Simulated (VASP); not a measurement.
Write the native input for VASP 6.6.1 that does the following.

| Quantity | Value |
| --- | --- |
| Task | relaxation of the atoms |
| Functional | revPBE |
| Potentials or basis | VASP PAW PBE potentials, release 64 (Te, H_s) |
| Cutoff | 400 eV |
| k mesh | 1 × 1 × 1 |
| Occupations | gaussian, width 0.01 eV |
| Spin | no spin polarisation |
| Further INCAR settings | ALGO = Normal; EDIFF = 1e-07; IBRION = 2; EDIFFG = -0.02; NSW = 40 |

The structure of TeH2 lies in POSCAR:

```
TeH2
1.0
   11.0000000000      0.0000000000      0.0000000000
    0.0000000000     11.0000000000      0.0000000000
    0.0000000000      0.0000000000     10.0000000000
Te H
1 2
Direct
    0.5657545500      0.4415863600      0.5429100000
    0.5360000000      0.5891500000      0.5436200000
    0.4366090900      0.4146681800      0.4631800000
```

One way to write it, as run:

INCAR

```
ALGO = Normal
EDIFF = 1E-7
EDIFFG = -0.02
ENCUT = 400
GGA = RE
IBRION = 2
ISIF = 2
ISMEAR = 0
LASPH = True
LCHARG = False
LREAL = False
LWAVE = False
NELM = 60
NSW = 40
PREC = Accurate
SIGMA = 0.01
```

KPOINTS

```
k-points
0
Gamma
  1 1 1
```

Potentials or basis: VASP PAW PBE potentials, release 64 (Te, H_s).

Run with:

```sh
$ cat potpaw_PBE.64/Te/POTCAR potpaw_PBE.64/H_s/POTCAR > POTCAR
$ mpirun -np 1 vasp_gam > vasp.out
```

It gave:

The energy gained by relaxing is 2.7 meV/atom, the ionic steps are 3 and the largest force after relaxing is 0.005 eV/Å. The gap between the frontier levels is 3.85 eV.

Caveat: the PAW data sets were made with another functional, which shifts forces and pressure a little; spin-orbit coupling is left out, which moves the levels of the heavy elements.

Wall time 100 s on 1 thread of Intel(R) Xeon(R) Platinum 8559C (Emerald Rapids), with other jobs on the host, peak memory 0.73 GiB.
